# Why r2SCAN makes the gap of ZnS too small, and why the volume is no excuse

For zincblende ZnS near its normal volume, r2SCAN gives a band gap of about 2.7 eV. The measured gap is roughly 3.7 eV (a rough recalled value), so the calculation misses about 1 eV, more than a quarter of it. A slightly wrong crystal volume can't explain this, since a 1 % change of volume moves the gap by only about 0.05 eV. The error lies in how the functional describes the electrons.

A second failure appears under strong compression. The handy rule that squeezing ZnS widens its gap breaks down in the most compressed row, because another conduction state has become the lowest.

Zincblende ZnS (2-atom cell) at several fixed volumes, computed with Ansatz 0.2.0 using r2SCAN, scalar-relativistic and without spin polarization, with PAW and a 500 eV plane-wave cutoff. Both gaps are Kohn–Sham gaps taken on the 8×8×8 k mesh, with Gaussian smearing of 0.05 eV.

| volume (Å³/atom) | shortest distance (Å) | band gap (eV) | least direct gap (eV) |
| --- | --- | --- | --- |
| 15.406 | 2.155 | 3.053 | 3.861 |
| 17.504 | 2.249 | 3.229 | 3.229 |
| 18.057 | 2.272 | 3.080 | 3.080 |
| 18.908 | 2.307 | 2.862 | 2.862 |
| 19.563 | 2.334 | 2.703 | 2.703 |
| 19.785 | 2.342 | 2.651 | 2.651 |
| 20.689 | 2.377 | 2.449 | 2.449 |
| 21.619 | 2.413 | 2.254 | 2.254 |
| 22.255 | 2.436 | 2.128 | 2.128 |
| 24.923 | 2.530 | 1.657 | 1.657 |

## Two gaps, two questions

The band gap is the energy from the highest filled state to the lowest empty one, wherever in the band structure the two lie. The least direct gap is the smallest such step between states of the same crystal wavevector. Where the two columns agree, the gap is direct. Where the band gap is smaller, the lowest empty state has a different wavevector from the highest filled one.

In nine of the ten rows the columns agree, and both band edges lie at Γ, the point where the wave repeats in phase from cell to cell. In the row of smallest volume the filled edge is still at Γ, but the empty edge has moved to X, at the boundary of the Brillouin zone. That row therefore answers a different question from the others, and its band gap doesn't belong on their curve.

## How the 1 eV error can be recognised

The table alone would not betray it. From the smallest volume to the largest, the least direct gap falls at every step without a kink. Such a curve shows that the runs are consistent with each other, yet all of them may share the same error. Only an outside reference, here the measured gap, reveals it.

A plain fact about the material gives the same warning. A gap of 2.7 eV lies in the blue part of the spectrum, so a crystal with that gap would absorb violet light and look yellowish. A gap of 3.7 eV lies in the ultraviolet, and pure ZnS is indeed colourless. Anyone choosing a window or a pigment by the computed gap would get the colour wrong.

Spin-orbit coupling and the motion of the atoms are absent from these runs. Both would lower the computed gap slightly, so including them would increase the shortfall.

## Could the volume be to blame?

This suspicion is reasonable, because the gap does depend on volume and functionals do make errors in volume. The row at 19.785 Å³/atom lies close to the measured volume, while r2SCAN's own pressure-free volume is 19.563 Å³/atom, about 1 % smaller. Going from one to the other raises the gap from 2.651 to 2.703 eV. The volume error thus changes the gap by about a twentieth of what is missing.

How far would the crystal have to be squeezed to hide the error? The band gap can never exceed the least direct gap, so the latter must first reach 3.7 eV. In the table it does so only between the two smallest volumes. The larger of these is already about 10 % below the pressure-free volume and corresponds to a computed pressure of 11 GPa, roughly a hundred thousand atmospheres. No plausible error in the volume is that large.

## Why squeezing widens the direct gap

The direct gap depends on volume because its two edges respond differently to the length of the Zn–S bond. The table shows the combined result, and the standard bonding picture of zincblende semiconductors explains it.

The lowest empty state at Γ is built mainly from s orbitals on zinc and sulfur, combined out of phase. It is antibonding, with a node between neighbouring atoms. When the bond shortens, the orbitals overlap more and the cost of that node grows, so the state rises. The highest filled state consists mainly of sulfur p orbitals, with a bonding admixture of zinc p and an antibonding one of zinc 3d. These two act in opposite directions when the bond shortens, so this state is expected to shift less than the empty one. The gap between them opens.

In a stretched crystal the same change of volume should matter less, for two reasons. It alters the length of the bond less, and the overlap itself has faded with distance. The numbers agree with this. Between the two smallest volumes the direct gap changes by 0.30 eV for each Å³/atom, and between the two largest by only 0.18 eV. The runs don't show how much each edge contributes, because the zero of energy shifts from one volume to the next.

## A straight line that fails in a useful way

The simplest model of the effect takes the gap to change in proportion to the volume. Over a short range any smooth curve looks straight, so two neighbouring rows are enough to set the line. I take the rows at 17.504 and 18.057 Å³/atom, both with a direct gap, and extend the line to 15.406 Å³/atom, a row not used to set it.

- The slope is (3.080 − 3.229) eV divided by (18.057 − 17.504) Å³/atom, or −0.269 eV per Å³/atom.
- The change of volume is 15.406 − 17.504 = −2.098 Å³/atom.
- The estimate is 3.229 eV + 0.269 × 2.098 eV, or about 3.79 eV.

The least direct gap computed there is 3.861 eV, so the line falls short by only 0.07 eV. It errs on the low side because the true curve steepens as the bonds shorten. The actual band gap, however, is 3.053 eV, and the line overshoots it by 0.74 eV.

The contrast between the two misses is the diagnosis. The small one indicates that the Γ states carry on as before, with no sign of a fault in the run. The large one shows that the model followed a state which no longer sets the gap. A reader who saw only the band-gap column might take the first row for a numerical accident, and the second column prevents that mistake.

## Why another state takes over

At X the phase of the electron wave alternates from one layer of cells to the next. This changes which orbitals may combine. The lowest empty state there mixes s character on one kind of atom with p character on the other, and much of its density sits in the open spaces of the lattice. It is less strongly antibonding along the Zn–S bond than the state at Γ, so shortening the bond pushes it up less.

The table supports the different response, though not the orbital picture itself. At 17.504 Å³/atom the lowest empty state is at Γ, so the step from the filled edge to X must be at least 3.229 eV. At 15.406 Å³/atom that step is 3.053 eV. It has shrunk by at least 0.17 eV, while the direct gap has grown by 0.63 eV. Measured from the filled edge, the state at X therefore sinks under this compression, while the state at Γ rises.

The two empty states must therefore cross somewhere between these volumes, but the rows are too far apart to say where. The wavevector mesh includes X itself but could miss a slightly lower point nearby, in which case the gap of the first row would be a little smaller still. That row also describes zincblende at 32 GPa, whereas real ZnS changes to the rocksalt structure at roughly 15 GPa (recalled).

The same reasoning gives a first guess for a related semiconductor. If its lowest empty state is the antibonding s state at Γ, pressure should widen the gap at first. If the state at X is already lowest, pressure should narrow it, as it does in gallium phosphide. The first thing to find out is which state sets the gap.

## Why the functional falls short

With the volume cleared, the cause must be sought in the theory. The argument below is standard, but the table has no second level of theory that could test it or measure its parts.

A true gap compares two experiments: taking an electron out of the full crystal, and adding one to it. The calculation does neither. It solves for electrons moving in an average potential for the neutral crystal and reads the gap as the distance between two of the resulting levels. In exact Kohn–Sham theory that distance is still not the whole gap. The potential jumps by a constant as soon as an extra electron enters the empty band, and this jump, called the derivative discontinuity, has to be added.

Simple functionals of the density have no such jump. r2SCAN also uses the kinetic energy density, which is built from the orbitals, and in the usual treatment this recovers part of the missing piece. It still lacks the nonlocal exact exchange, which would set the filled and empty states further apart. The computed gap therefore remains too small.

Zinc adds a second cause. Its filled 3d shell is compact, and an approximate functional lets each electron in it repel itself to some degree. This false repulsion places the 3d levels too high, too close to the sulfur p levels above them. In the tetrahedral surroundings of zincblende the two sets can mix, and when levels mix, the upper one is pushed up. The closer they lie, the harder the push, so the top of the filled band ends up too high and the gap narrows further.

Both errors belong to the description of the electrons and are present at any volume. That is why adjusting the lattice can't repair them.

## What the numbers can be used for

The absolute gap should not be used to predict colour or an absorption edge. A method that includes some exact exchange, or one that computes the addition and removal of an electron, is the proper remedy.

The change of the gap with volume is a more modest quantity, and part of the error should cancel in it. How much cancels is untested here. Adding a fixed 1 eV to every row would assume that the error is the same at every volume and for both empty states. For the crossing from Γ to X this is a risky assumption, since an error that differs between the two states would move the crossing.
